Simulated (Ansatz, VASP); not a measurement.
## One calculation of Sb, two programs

```
Sb
1.0
     0.00000    3.57346    3.57346
     3.57346    0.00000    3.57346
     3.57346    3.57346    0.00000
Sb
2
Direct
  0.12500 0.12500 0.12500
  0.87500 0.87500 0.87500
```

Alike in both runs: task single point; functional revPBE; k mesh 9 × 9 × 9; occupations fermi-dirac, width 0.1 eV; no spin polarisation.

|  | VASP | Ansatz |
| --- | --- | --- |
| version | VASP 6.6.1 | Ansatz 0.2.0 |
| potentials or method | VASP PAW PBE potentials, release 64 (Sb) | plane waves (420 eV) with PAW, scalar-relativistic |
| plane-wave cutoff (eV) | 520 | 420 |
| valence electrons in the cell | 10 | 30 |

```csv
,VASP,Ansatz,Ansatz less VASP
pressure (GPa),-1.1,-1.1,+0.02
```

The two sets of potentials don't hold the same shells in valence.

Caveats: the PAW data sets were made with another functional, which shifts forces and pressure a little (VASP). Spin-orbit coupling is left out, which matters for the levels of Sb.
